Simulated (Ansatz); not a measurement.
# LiCl: band gap under strain

Aim: follow the gap of rocksalt LiCl through these states: +2.0 % biaxial strain in the (111) plane, free along [111]; +5.1 % equal strain in all directions; +2.4 % strain along [111] alone. The table at the end shows which levels were run.

The runs shown are made with Ansatz 0.2.0. PAW datasets, plane waves. Calculated at 0 K for a non-magnetic cell.

### Step 1. The cell

The unstrained cell was relaxed with r2SCAN; in each strained cell the atoms were relaxed again with r2SCAN. Names of k-points are those of the unstrained zone, where strain can split equivalent points. First state: +2.0 % biaxial strain in the (111) plane, free along [111].

The symmetry is R-3m (No. 166, trigonal); conventional cell a = 3.686 Å, c = 8.769 Å, 17.20 Å³ an atom. Li has 6 Cl at 2.58 Å; Cl has 6 Li at 2.58 Å.

Coordinates:

Space group R-3m:H (No. 166). a = 3.686 Å, b = 3.686 Å, c = 8.769 Å, α = 90.00°, β = 90.00°, γ = 120.00°
```tsv
atom	site	symmetry	x	y	z
Li	3a	-3m	0.0000	0.0000	0.0000
Cl	3b	-3m	0.3333	0.6667	0.1667
```

### Step 2. +2.0 % biaxial strain in the (111) plane, free along [111]: PBE

input.yaml reads:

```yaml
crystal:
  lattice:
    - [-0.0501306049, 2.5565159201, 2.5565159201]
    - [2.5565159201, -0.0501306049, 2.5565159201]
    - [2.5565159201, 2.5565159201, -0.0501306049]
  atoms:
    - { symbol: Li, position: [0.0, 0.0, 0.0] }
    - { symbol: Cl, position: [0.5, 0.5, 0.5] }
kpoints:
  mp_grid: { grid: [8, 8, 8] }
  band_path:
    path:
      - [0.0, 0.0, 0.0]
      - [0.5, 0.0, 0.5]
      - [0.625, 0.25, 0.625]
      - [0.375, 0.375, 0.75]
      - [0.5, 0.5, 0.5]
      - [0.5, 0.25, 0.75]
    npoints: 1
hamiltonian:
  xc: pbe
scf:
  occupations: { method: fermi_dirac, width: 0.02 }
  n_extra_bands: 4
output:
  forces: true
  stress: true
  eigenvalues: true
  write_density: true
  write_potential: true
  elf: true
  volumetric_format: npy
```

Command:

```console
$ ansatz run input.yaml --threads 4 --pin off --max-ram 3686MiB --backend cpu --events-out ev --progress --plain --runs-dir out
```

The runs that follow: +2.0 % biaxial strain in the (111) plane, free along [111]: r2SCAN; +2.0 % biaxial strain in the (111) plane, free along [111]: HSE06; +5.1 % equal strain in all directions: PBE; +5.1 % equal strain in all directions: r2SCAN; +5.1 % equal strain in all directions: HSE06; +2.4 % strain along [111] alone: PBE; +2.4 % strain along [111] alone: r2SCAN; +2.4 % strain along [111] alone: HSE06.

Q: Predict the outcome of this session.

**Answer**, as computed:

Least gap in eV (negative: overlap):

```
                                                     state   PBE  r2SCAN  HSE06
+2.0 % biaxial strain in the (111) plane, free along [111]  6.10    6.99   7.49
                     +5.1 % equal strain in all directions  5.61    6.46   6.96
                           +2.4 % strain along [111] alone  6.20    7.09   7.59
```

In words: Where both were run, the HSE06 gap lies +1.35 to +1.39 eV from PBE's, each on its own k points. In PBE the gap is least under +5.1 % equal strain in all directions (5.61 eV) and largest under +2.4 % strain along [111] alone (6.20 eV).
